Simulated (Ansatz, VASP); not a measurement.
BN: VASP beside Ansatz

Contents of INCAR:

```
SYSTEM = BN
PREC = Accurate
ENCUT = 520
EDIFF = 1E-7
ISMEAR = -1
SIGMA = 0.05
LREAL = .False.
LASPH = .True.
NELM = 100
ALGO = Normal
ISIF = 2
LWAVE = .False.
LCHARG = .False.
GGA = PE
NBANDS = 16
```

KPOINTS

```
Automatic mesh
0
Gamma
  12 12 6
  0 0 0
```

The input POSCAR:

```
BN
1.0
    2.5875479243      0.0000000000      0.0000000000
   -1.2937739622      2.2408822359      0.0000000000
    0.0000000000      0.0000000000      4.2824778918
N B
2 2
Direct
    0.3333333333      0.6666666667      0.1252760000
    0.6666666667      0.3333333333      0.6252760000
    0.3333333333      0.6666666667      0.4997240000
    0.6666666667      0.3333333333      0.9997240000
```

Contents of input.yaml:

```yaml
crystal:
  lattice:
    - [2.5875479243, 0.0, 0.0]
    - [-1.2937739622, 2.2408822359, 0.0]
    - [0.0, 0.0, 4.2824778918]
  atoms:
    - { symbol: "N", position: [0.3333333333, 0.6666666667, 0.125276] }
    - { symbol: "N", position: [0.6666666667, 0.3333333333, 0.625276] }
    - { symbol: B, position: [0.3333333333, 0.6666666667, 0.499724] }
    - { symbol: B, position: [0.6666666667, 0.3333333333, 0.999724] }
hamiltonian:
  xc: pbe
  pseudopotentials: { kind: paw }
kpoints:
  mp_grid: { grid: [12, 12, 6] }
scf:
  occupations: { method: fermi_dirac, width: 0.05 }
output:
  forces: true
  stress: true
  eigenvalues: true
```

Change from the starting cell: volume scaled by 1.04.

Alike in both runs: task single point; functional PBE; k mesh 12 × 12 × 6; occupations fermi-dirac, width 0.05 eV; no spin polarisation.

|  | VASP | Ansatz |
| --- | --- | --- |
| version | VASP 6.6.1 | Ansatz 0.2.0 |
| potentials or method | VASP PAW PBE potentials, release 64 (N, B) | Ansatz PAW |
| plane-wave cutoff (eV) | 520 | 420 |
| valence electrons in the cell | 16 | 16 |

Ansatz gave:

```
gap on the k mesh at the Fermi level (eV)       : 5.27
least direct gap on the mesh (eV)               : 8.04
pressure (GPa)                                  : -13.6
largest component of the traceless stress (GPa) : 0.56
rms of the force components (eV/Å)              : 0.026
```

Task: What did VASP give for the same quantities?

Result: gap on the k mesh at the Fermi level (eV): 5.25; least direct gap on the mesh (eV): 8.04; pressure (GPa): -13.5; largest component of the traceless stress (GPa): 0.59; rms of the force components (eV/Å): 0.025.

Atom by atom the forces differ by 0.001 eV/Å (rms over components). The functional is the same, so the differences come from potentials, cutoffs and numerics.

Caveats: the pressure holds a Pulay correction of +1.0 GPa for the finite cutoff (Ansatz). A k mesh can miss the band edges.
